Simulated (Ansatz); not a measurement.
# HfO2 (Pca2_1) in Ansatz: notebook

One crystal, HfO2, is run at these levels: PBE; tasks: single point, equation of state.

All numbers are computed with Ansatz 0.2.0; they aren't measurements. Logs are shortened: lines on timing, memory, paths and dates and some standing lists are left out, and cuts for length are marked.

### 1 Starting point

It takes space group Pca2_1 (No. 29, orthorhombic). Conventional cell: a = 5.219 Å, b = 5.005 Å, c = 5.033 Å, α = 90.00°, β = 90.00°, γ = 90.00°. Around Hf (site symmetry 1) lie 7 O at 2.02 to 2.23 Å. O (site symmetry 1) is surrounded by 3 Hf at 2.02 to 2.13 Å. O (site symmetry 1) has 4 Hf at 2.11 to 2.23 Å as nearest neighbours.

Measurements of this composition are mostly on another form, of space group No. 14.

### 2 Single point, PBE, 10.30 Å³/atom (volume scaled by 0.94)

The input, input.yaml:

```yaml
crystal:
  lattice:
    - [5.1129138024, 0.0, 0.0]
    - [0.0, 4.9025969881, 0.0]
    - [0.0, 0.0, 4.9299483645]
  atoms:
    - { symbol: Hf, position: [0.966994, 0.73252082, 0.74144035] }
    - { symbol: Hf, position: [0.533006, 0.73252082, 0.24144035] }
    - { symbol: Hf, position: [0.466994, 0.26747918, 0.74144035] }
    - { symbol: Hf, position: [0.033006, 0.26747918, 0.24144035] }
    - { symbol: O, position: [0.63212745, 0.9286454, 0.87926726] }
    - { symbol: O, position: [0.86787255, 0.9286454, 0.37926726] }
    - { symbol: O, position: [0.23394852, 0.53988305, 0.49229239] }
    - { symbol: O, position: [0.26605148, 0.53988305, 0.99229239] }
    - { symbol: O, position: [0.76605148, 0.46011695, 0.99229239] }
    - { symbol: O, position: [0.73394852, 0.46011695, 0.49229239] }
    - { symbol: O, position: [0.13212745, 0.0713546, 0.87926726] }
    - { symbol: O, position: [0.36787255, 0.0713546, 0.37926726] }
hamiltonian:
  xc: pbe
  pseudopotentials: { kind: paw, core: small }
kpoints:
  mp_grid: { grid: [5, 6, 5] }
scf:
  occupations: { method: fermi_dirac, width: 0.05 }
output:
  forces: true
  stress: true
  eigenvalues: true
```

Potentials or basis: Ansatz PAW.

Command:

```
$ ansatz run input.yaml --threads 2 --pin off --max-ram 5120MiB --backend cpu --events-out ev --progress --plain --runs-dir out
```

The log of the run:

```text
Warning: of Hf the run reads no dataset of the core that `hamiltonian.pseudopotentials.core` asks for: this build lists none beside the file that it uses, or the input names that file
Warning: RAYON_NUM_THREADS=2 ignored (pool sized by the plan → 2); use --threads N
Engine: ansatz 0.2.0, x86_64-unknown-linux-gnu
Pseudopotentials: kind: paw
Pseudopotential: Hf, paw, valence charge 26, recommended cutoff 420 eV (normal), Hf.paw.azcp
Pseudopotential: O, paw, valence charge 6, recommended cutoff 420 eV (normal), O.paw.azcp
Functional definition: PBE
  parameter kappa = 0.804
  parameter beta = 0.06672455060314922
  exchange = pbe_x(kappa = kappa, mu = beta*pi^2/3)
  correlation = pbe_c(beta = beta)
Crystal: 12 atoms, lattice volume = 123.577 Å³
Basis set: ecut = 420 eV, 2417 PW (Γ), exchange–correlation on 72×72×72 points (8 copies of the dense FFT grid, shifted against one another)
Bands: 92, of which v1, the nominal top of the filled ones, is band 76 counted from 1 (75 counted from 0)
Symmetry: 4 space group operations
Space group: Pca21 (ITA 29), of the structure as read, at distance tolerance 5.0e-5 Å
[... 30 lines left out ...]
  E_nonlocal   = -4582.403049
  E_hartree    = 10463.441855
  E_xc         = -1800.661394
  E_vxc        = -1831.991818  (∫ρ·V_xc dr)
  E_paw        = -28982.335463  (= ΣΔE_a)
  E_vpaw       = 5398.623084  (= ΣTr[D̂ρ^β])
  E_aug_tail   = 0.020073  (compensation charges beyond the density's cutoff)
  E_ewald      = -23019.512052
  E_smearing   = -0.000000  (= −TS)
  E_closure    = -0.000000  (closes the sum)
  Σ components = -67445.303636   (vs F -67445.303636, Δ=0.00e0)
--- Forces (eV/Å), atoms counted from 1 ---
  atom   1  Hf     0.19688351    -0.22623114     0.21643217
  atom   2  Hf    -0.19688351    -0.22623114     0.21643217
  atom   3  Hf     0.19688351     0.22623114     0.21643217
  atom   4  Hf    -0.19688351     0.22623114     0.21643217
  atom   5  O     -0.07573572    -0.15682359    -0.05656523
  atom   6  O      0.07573572    -0.15682359    -0.05656523
  atom   7  O      0.17813984     0.28426163    -0.15985772
  atom   8  O     -0.17813984     0.28426163    -0.15985772
  atom   9  O     -0.17813984    -0.28426163    -0.15985772
  atom  10  O      0.17813984    -0.28426163    -0.15985772
  atom  11  O     -0.07573572     0.15682359    -0.05656523
  atom  12  O      0.07573572     0.15682359    -0.05656523
  max |Σ_I F_I| component: 3.69e-5 eV/Å
--- Stress (GPa, compression-positive) ---
       29.508236      -0.000000      -0.000000
       -0.000000      30.459602       0.000000
       -0.000000       0.000000      28.457175
  P = ⅓ Tr σ = 29.4750 GPa (294.750 kbar)
--- Band table (eV; the first three rows and the last of 36) ---
  k-point 0: bands = ["-43.5032", "-43.4733", "-43.4730", "-43.4704", "-12.8206", "-12.8017", "-12.7910", "-12.4216", "-12.3579", "-12.3448", "-12.3265", "-12.3066", "-12.2935", "-12.1606", "-12.1374", "-12.1313", "-2.1286", "-0.5706", "-0.3671", "-0.3488", "0.3385", "0.3898", "0.4379", "0.6382", "6.6497", "6.6614", "6.6665", "6.6690", "6.6751", "6.6765", "6.6806", "6.6822", "6.6843", "6.6904", "6.6915", "6.6941", "6.6981", "6.7018", "6.7042", "6.7059", "6.7071", "6.7118", "6.7131", "6.7208", "6.7266", "6.7325", "6.7354", "6.7379", "6.7558", "6.7734", "6.7784", "6.8552", "10.5035", "10.6484", "10.7979", "11.4528", "11.6675", "11.6800", "13.2098", "13.2718", "13.2936", "13.3274", "13.8130", "14.0419", "14.3201", "14.3788", "14.5031", "14.7623", "14.9551", "15.1401", "15.3260", "15.5089", "15.7749", "16.3286", "16.4526", "16.4541", "21.7195", "21.9939", "22.1180", "22.5975", "22.7130", "22.8808", "22.8830", "23.1285", "23.3189", "23.8321", "24.4427", "24.4507"]
  k-point 1: bands = ["-43.5001", "-43.4735", "-43.4733", "-43.4730", "-12.7700", "-12.7650", "-12.7617", "-12.4743", "-12.3681", "-12.3501", "-12.3484", "-12.3080", "-12.2622", "-12.1854", "-12.1751", "-12.1523", "-1.9229", "-0.5424", "-0.3797", "-0.3614", "0.1947", "0.3999", "0.4349", "0.5660", "6.6479", "6.6602", "6.6652", "6.6677", "6.6701", "6.6774", "6.6800", "6.6849", "6.6849", "6.6903", "6.6928", "6.6935", "6.6980", "6.6988", "6.7039", "6.7052", "6.7092", "6.7171", "6.7176", "6.7243", "6.7287", "6.7315", "6.7331", "6.7344", "6.7523", "6.7756", "6.7756", "6.8420", "10.6817", "10.7226", "11.0097", "11.5311", "11.7673", "12.1132", "12.8166", "12.9073", "13.2148", "13.3752", "13.5289", "14.1412", "14.1520", "14.2720", "14.4198", "14.9733", "15.0039", "15.1987", "15.4009", "15.4216", "15.5320", "16.2618", "16.3506", "16.3746", "21.5769", "21.9869", "22.0261", "22.5309", "22.7143", "22.9129", "22.9634", "23.1195", "23.7522", "24.0957", "24.5001", "24.5899"]
  k-point 2: bands = ["-43.4919", "-43.4817", "-43.4732", "-43.4731", "-12.6916", "-12.6618", "-12.6468", "-12.5853", "-12.4618", "-12.4005", "-12.3301", "-12.3296", "-12.2383", "-12.2211", "-12.2095", "-12.1875", "-1.3833", "-0.7278", "-0.4782", "-0.4171", "0.1735", "0.3786", "0.4167", "0.4277", "6.6469", "6.6511", "6.6664", "6.6669", "6.6694", "6.6709", "6.6748", "6.6799", "6.6924", "6.6934", "6.6951", "6.6980", "6.6992", "6.7048", "6.7073", "6.7074", "6.7130", "6.7134", "6.7173", "6.7182", "6.7278", "6.7280", "6.7372", "6.7376", "6.7583", "6.7683", "6.7821", "6.8084", "10.8163", "11.1557", "11.5935", "11.8475", "12.1770", "12.3260", "12.3794", "12.4287", "12.6998", "13.3866", "13.4564", "13.6786", "14.0911", "14.3292", "14.4812", "14.4981", "14.5087", "14.9923", "15.5158", "15.5583", "16.0064", "16.2114", "16.2178", "16.2354", "21.3656", "21.5643", "22.0440", "22.2343", "22.9906", "23.0372", "23.0501", "23.1655", "24.4782", "24.5129", "24.5416", "24.6228"]
  k-point 35: bands = ["-43.4834", "-43.4809", "-43.4782", "-43.4772", "-12.7984", "-12.7886", "-12.7610", "-12.7516", "-12.2899", "-12.2712", "-12.2484", "-12.2396", "-12.2110", "-12.2100", "-12.1934", "-12.1807", "-1.0014", "-0.8709", "-0.7831", "-0.7666", "0.3746", "0.4316", "0.4530", "0.5231", "6.6581", "6.6603", "6.6628", "6.6635", "6.6721", "6.6735", "6.6778", "6.6789", "6.6848", "6.6892", "6.6929", "6.6946", "6.7033", "6.7035", "6.7090", "6.7108", "6.7160", "6.7187", "6.7189", "6.7216", "6.7309", "6.7339", "6.7339", "6.7355", "6.7558", "6.7577", "6.7616", "6.7672", "11.5618", "11.7805", "11.8906", "11.9900", "12.1395", "12.1832", "12.2765", "12.5235", "13.2356", "13.3455", "13.5997", "13.6597", "14.1458", "14.1799", "14.3010", "14.5382", "14.8391", "14.9283", "14.9694", "15.1678", "15.3904", "15.6144", "15.6945", "15.8500", "21.1984", "21.3907", "21.5075", "21.7748", "22.5744", "22.6887", "22.9766", "23.0920", "23.7942", "24.1264", "24.1386", "24.4836"]
```

It took 18 s on 2 threads of AMD EPYC 7B13 (Zen 3), shared host; peak memory 0.65 GiB.

Results:

```
Free energy            : -67445.3036 eV
Pressure               : 29.5 GPa
Largest force          : 0.372 eV/Å
Band gap on the k mesh : 4.69 eV, indirect (least direct gap 4.88 eV)
```

Caveat: odd divisions of the mesh miss points on the zone boundary, where band edges often lie, so the gap on the mesh can be too wide; the pressure holds a Pulay correction of +0.9 GPa for the finite cutoff; spin-orbit coupling is left out, which moves the levels of the heavy elements.

### 3 Single point, PBE, 10.52 Å³/atom (volume scaled by 0.96)

input.yaml, as its differences from that of step 2:

```diff
@@ -2,5 +2,5 @@
   lattice:
-    - [5.1129138024, 0.0, 0.0]
-    - [0.0, 4.9025969881, 0.0]
-    - [0.0, 0.0, 4.9299483645]
+    - [5.148921424, 0.0, 0.0]
+    - [0.0, 4.9371234566, 0.0]
+    - [0.0, 0.0, 4.9646674546]
   atoms:
```

Potentials or basis: Ansatz PAW.

Command:

```
$ ansatz run input.yaml --threads 2 --pin off --max-ram 5120MiB --backend cpu --events-out ev --progress --plain --runs-dir out
```

Run time: 18 s. Hardware: 2 threads of AMD EPYC 7B13 (Zen 3), shared host; peak memory 0.66 GiB.

It converged, with:

```
Free energy            : -67445.7272 eV
Pressure               : 22.2 GPa
Largest force          : 0.279 eV/Å
Band gap on the k mesh : 4.62 eV, indirect (least direct gap 4.82 eV)
```

Caveat: odd divisions of the mesh miss points on the zone boundary, where band edges often lie, so the gap on the mesh can be too wide; the pressure holds a Pulay correction of +0.9 GPa for the finite cutoff; spin-orbit coupling is left out, which moves the levels of the heavy elements.

### 4 Single point, PBE, 10.74 Å³/atom (volume scaled by 0.98)

input.yaml, as its differences from that of step 3:

```diff
@@ -2,5 +2,5 @@
   lattice:
-    - [5.148921424, 0.0, 0.0]
-    - [0.0, 4.9371234566, 0.0]
-    - [0.0, 0.0, 4.9646674546]
+    - [5.1844323491, 0.0, 0.0]
+    - [0.0, 4.9711736599, 0.0]
+    - [0.0, 0.0, 4.9989076225]
   atoms:
```

Command:

```
$ ansatz run input.yaml --threads 2 --pin off --max-ram 5120MiB --backend cpu --events-out ev --progress --plain --runs-dir out
```

It took 17 s on 2 threads of AMD EPYC 7B13 (Zen 3), shared host; peak memory 0.67 GiB.

It converged, with:

```yaml
Free_energy: -67446.0369 eV
Pressure: 15.7 GPa
Largest_force: 0.193 eV/Å
Band_gap_on_the_k_mesh: 4.55 eV, indirect (least direct gap 4.75 eV)
```

Caveat: odd divisions of the mesh miss points on the zone boundary, where band edges often lie, so the gap on the mesh can be too wide; the pressure holds a Pulay correction of +0.8 GPa for the finite cutoff; spin-orbit coupling is left out, which moves the levels of the heavy elements.

### 5 Single point, PBE, 10.96 Å³/atom

input.yaml, as its differences from that of step 4:

```diff
@@ -2,5 +2,5 @@
   lattice:
-    - [5.1844323491, 0.0, 0.0]
-    - [0.0, 4.9711736599, 0.0]
-    - [0.0, 0.0, 4.9989076225]
+    - [5.21946336, 0.0, 0.0]
+    - [0.0, 5.00476369, 0.0]
+    - [0.0, 0.0, 5.03268505]
   atoms:
```

Command:

```
$ ansatz run input.yaml --threads 2 --pin off --max-ram 5120MiB --backend cpu --events-out ev --progress --plain --runs-dir out
```

It took 19 s on 2 threads of AMD EPYC 7B13 (Zen 3), shared host; peak memory 0.67 GiB.

It converged, with:

- Free energy: -67446.2448 eV
- Pressure: 9.8 GPa
- Largest force: 0.117 eV/Å
- Band gap on the k mesh: 4.48 eV, indirect (least direct gap 4.68 eV)

Caveat: odd divisions of the mesh miss points on the zone boundary, where band edges often lie, so the gap on the mesh can be too wide; the pressure holds a Pulay correction of +0.8 GPa for the finite cutoff; spin-orbit coupling is left out, which moves the levels of the heavy elements.

### 6 Single point, PBE, 11.17 Å³/atom (volume scaled by 1.02)

input.yaml, as its differences from that of step 5:

```diff
@@ -2,5 +2,5 @@
   lattice:
-    - [5.21946336, 0.0, 0.0]
-    - [0.0, 5.00476369, 0.0]
-    - [0.0, 0.0, 5.03268505]
+    - [5.2540303499, 0.0, 0.0]
+    - [0.0, 5.0379087863, 0.0]
+    - [0.0, 0.0, 5.0660150614]
   atoms:
```

Potentials or basis: Ansatz PAW.

Command:

```
$ ansatz run input.yaml --threads 2 --pin off --max-ram 5120MiB --backend cpu --events-out ev --progress --plain --runs-dir out
```

It took 18 s on 2 threads of AMD EPYC 7B13 (Zen 3), shared host; peak memory 0.67 GiB.

The run converged. Its results:

```yaml
Free_energy: -67446.3604 eV
Pressure: 4.4 GPa
Largest_force: 0.064 eV/Å
Band_gap_on_the_k_mesh: 4.41 eV, indirect (least direct gap 4.61 eV)
```

Caveat: odd divisions of the mesh miss points on the zone boundary, where band edges often lie, so the gap on the mesh can be too wide; the pressure holds a Pulay correction of +0.8 GPa for the finite cutoff; spin-orbit coupling is left out, which moves the levels of the heavy elements.

### 7 Single point, PBE, 11.39 Å³/atom (volume scaled by 1.04)

input.yaml, as its differences from that of step 6:

```diff
@@ -2,5 +2,5 @@
   lattice:
-    - [5.2540303499, 0.0, 0.0]
-    - [0.0, 5.0379087863, 0.0]
-    - [0.0, 0.0, 5.0660150614]
+    - [5.2881483861, 0.0, 0.0]
+    - [0.0, 5.0706233964, 0.0]
+    - [0.0, 0.0, 5.0989121849]
   atoms:
```

Command:

```
$ ansatz run input.yaml --threads 2 --pin off --max-ram 5120MiB --backend cpu --events-out ev --progress --plain --runs-dir out
```

Run time: 19 s. Hardware: 2 threads of AMD EPYC 7B13 (Zen 3), shared host; peak memory 0.68 GiB.

The run converged. Its results:

```
Free energy            : -67446.3928 eV
Pressure               : -0.4 GPa
Largest force          : 0.092 eV/Å
Band gap on the k mesh : 4.35 eV, indirect (least direct gap 4.55 eV)
```

Caveat: odd divisions of the mesh miss points on the zone boundary, where band edges often lie, so the gap on the mesh can be too wide; the pressure holds a Pulay correction of +0.8 GPa for the finite cutoff; spin-orbit coupling is left out, which moves the levels of the heavy elements.

### 8 Single point, PBE, 11.61 Å³/atom (volume scaled by 1.06)

input.yaml, as its differences from that of step 7:

```diff
@@ -2,5 +2,5 @@
   lattice:
-    - [5.2881483861, 0.0, 0.0]
-    - [0.0, 5.0706233964, 0.0]
-    - [0.0, 0.0, 5.0989121849]
+    - [5.321831768, 0.0, 0.0]
+    - [0.0, 5.1029212315, 0.0]
+    - [0.0, 0.0, 5.1313902082]
   atoms:
@@ -29 +29,5 @@
   eigenvalues: true
+  write_density: true
+  write_potential: true
+  elf: true
+  volumetric_format: npy
```

Command:

```
$ ansatz run input.yaml --threads 2 --pin off --max-ram 5120MiB --backend cpu --events-out ev --progress --plain --runs-dir out
```

Wall time 27 s (2 threads of AMD EPYC 7B13 (Zen 3), shared host); peak memory 0.7 GiB.

The run converged. Its results:

```
Free energy            : -67446.3492 eV
Pressure               : -4.8 GPa
Largest force          : 0.150 eV/Å
Band gap on the k mesh : 4.28 eV, indirect (least direct gap 4.48 eV)
```

Caveat: odd divisions of the mesh miss points on the zone boundary, where band edges often lie, so the gap on the mesh can be too wide; the pressure holds a Pulay correction of +0.8 GPa for the finite cutoff; spin-orbit coupling is left out, which moves the levels of the heavy elements.

### 9 Equation of state, PBE

Potentials or basis: Ansatz PAW small core.

This step only gathers the single runs of the series.

What came out:

- Equilibrium volume: 11.37 Å³/atom
- Bulk modulus at fixed shape and positions: 241 GPa
- Pressure derivative of the bulk modulus: 4.2

Energy against volume, from the lowest point:
| volume (Å³/atom) | energy (meV/atom) |
| --- | --- |
| 10.298 | 90.76 |
| 10.517 | 55.47 |
| 10.736 | 29.66 |
| 10.955 | 12.33 |
| 11.175 | 2.70 |
| 11.394 | 0.00 |
| 11.613 | 3.63 |

Caveat: the cell was scaled at fixed shape and fractional positions, which overstates the stiffness of a crystal with free parameters, most of all of layers and chains. The run has no spin-orbit coupling, so splittings on Hf are missing.
